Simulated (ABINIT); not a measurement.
Input of an ABINIT 10.8.3 (patched build) run:

The input run.abi:

```
# Datasets
ndtset 3

# Pseudopotentials
pp_dirpath "./"
pseudos "Ta.upf, C.upf"

# Structure
acell 5.8693003705 5.8693003705 9.3473413028
rprim
     1.0000000000     0.0000000000     0.0000000000
    -0.5000000000     0.8660254038     0.0000000000
     0.0000000000     0.0000000000     1.0000000000
ntypat 2
znucl 73 6
natom 3
typat 1 1 2
xred
            2/3            1/3   0.7479900000
            1/3            2/3   0.2520100000
            0.0            0.0            0.0

# Plane-wave basis
ecut 31.0

# k points
ngkpt 12 12 8
nshiftk 1
shiftk 0.0 0.0 0.5
istwfk *1

# Exchange and correlation
ixc 7

# Bands and occupations
occopt 3
tsmear 0.00183747

# SCF cycle
nstep 80

# Output
iomode 3
prteig 0
prtebands 0

# Dataset 1: ground state
nband1 19
tolvrs1 1.0e-12
prtden1 1
prtwf1 0
kptopt1 1

# Dataset 2: empty bands at fixed density
iscf2 -3
getden2 1
nband2 25
nbdbuf2 4
tolwfr2 1.0e-12
nstep2 120
prtden2 0
kptopt2 1

# Dataset 3: wave functions and velocity matrix elements in the full zone
optdriver3 8
wfk_task3 "wfk_optics_fullbz"
getwfk3 2
nband3 21
kptopt3 1
prtevk3 1
inclvkb3 2
```

Contents of optic.abi:

```
&FILES
 ddkfile_1 = 'runo_DS3_1_EVK.nc',
 ddkfile_2 = 'runo_DS3_2_EVK.nc',
 ddkfile_3 = 'runo_DS3_3_EVK.nc',
 wfkfile = 'runo_DS3_WFK.nc'
/
&PARAMETERS
 broadening = 0.001837,
 domega = 0.002,
 maxomega = 0.8,
 scissor = 0.000000,
 tolerance = 0.002
/
&COMPUTATIONS
 num_lin_comp = 2,
 lin_comp = 11,33,
 num_nonlin_comp = 0
/
```

Potentials or basis: PseudoDojo NC SR LDA v0.4.1 standard.

Command:

```console
$ abinit run.abi > log 2>&1
$ optic optic.abi > optic.log 2>&1
```

Estimate the largest force.

0.162 eV/Å.

Dielectric function (mean over the directions given):
| energy (eV) | real part | imaginary part |
| --- | --- | --- |
| 0.33 | 63.37 | 29.23 |
| 1.31 | 15.98 | 26.28 |
| 2.29 | 8.09 | 19.15 |
| 3.37 | 6.48 | 12.28 |
| 4.35 | 1.46 | 14.05 |
| 5.44 | -0.07 | 10.67 |
| 6.42 | 1.51 | 10.28 |
| 7.51 | -1.02 | 8.29 |
| 8.49 | -2.16 | 5.87 |
| 9.58 | -1.78 | 7.12 |
| 10.56 | -3.22 | 4.75 |
| 11.65 | -2.64 | 4.03 |
| 12.63 | -2.46 | 2.82 |
| 13.71 | -2.43 | 1.95 |
| 14.69 | -2.38 | 0.99 |
| 15.78 | -1.78 | 0.68 |
| 16.76 | -1.19 | 0.37 |
| 17.85 | -0.77 | 0.13 |
| 18.83 | -0.43 | 0.07 |
| 19.92 | -0.18 | 0.09 |

Caveat: the intraband (Drude) term is left out; spectra need much finer meshes, so this one isn't converged; independent-particle spectra lack excitons. The run has no spin-orbit coupling, so splittings on Ta are missing.
